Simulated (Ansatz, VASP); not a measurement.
**BN in VASP and in Ansatz**

```
B N
1.0
     2.56659    0.00000    0.00000
    -1.28330    2.22273    0.00000
     0.00000    0.00000    6.82773
B N
2 2
Direct
  0.33333 0.66667 0.25000
  0.66667 0.33333 0.75000
  0.33333 0.66667 0.75000
  0.66667 0.33333 0.25000
```

Change from the starting cell: strain +0.025 along x and y, +0.025 along z, atoms carried along.

Alike in both runs: task single point; functional PBEsol; k mesh 12 × 12 × 4; occupations gaussian, width 0.05 eV; no spin polarisation.

|  | VASP | Ansatz |
| --- | --- | --- |
| version | VASP 6.6.1 | Ansatz 0.2.0 |
| potentials or method | VASP PAW PBE potentials, release 64 (B, N) | scalar-relativistic, plane waves, PAW |
| plane-wave cutoff (eV) | 520 | 420 |
| valence electrons in the cell | 16 | 16 |

```tsv
	VASP	Ansatz	Ansatz less VASP
gap on the k mesh at the Fermi level (eV)	4.09	4.10	+0.008
least direct gap on the mesh (eV)	4.40	4.41	+0.006
pressure (GPa)	-15.1	-15.4	-0.25
largest component of the traceless stress (GPa)	15.25	15.63	+0.374
```

Caveats: so large a pressure means that the cell lies far from this level's equilibrium, or that cutoff or potentials fall short (VASP); the potentials were made for another functional, which shifts forces and pressure (VASP); this functional lacks dispersion, which binds the layers, so the pressure and a relaxed spacing across them are unreliable. A k mesh can miss the band edges.
